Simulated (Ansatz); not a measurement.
KTaO3, 5 atoms in the cell. It takes space group Pm-3m (No. 221, cubic). Conventional cell: a = 3.988 Å, b = 3.988 Å, c = 3.988 Å, α = 90.00°, β = 90.00°, γ = 90.00°. Around Ta (site symmetry m-3m) lie 6 O at 1.99 Å. K (site symmetry m-3m) has 12 O at 2.82 Å as nearest neighbours. O (site symmetry 4/mmm) is surrounded by 2 Ta at 1.99 Å. 

* Program: Ansatz 0.2.0
* Task: relaxation of cell and atoms
* Functional: PBE
* Dispersion: D4
* Potentials or basis: Ansatz PAW
* Cutoff: 420 eV (not typed: the program's choice for these potentials)
* k mesh: 7 × 7 × 7
* Occupations: fermi-dirac, width 0.05 eV
* Spin: no spin polarisation

Potentials or basis: Ansatz PAW.

Command:

```sh
$ ansatz run input.yaml --threads 2 --pin off --max-ram 5632MiB --backend cpu --events-out ev --progress --plain --runs-dir out
```

Hardware: 2 threads of Intel(R) Xeon(R) Processor @ 2.50GHz (Skylake/Cascade Lake) (shared host).

Task: Estimate the wall time of this run.

Result: Wall time 21 s on 2 threads of Intel(R) Xeon(R) Processor @ 2.50GHz (Skylake/Cascade Lake), with other jobs on the host, peak memory 0.38 GiB. Counts: scf iterations 31, plane waves 1237, k points 20, bands 25, ion steps 6.
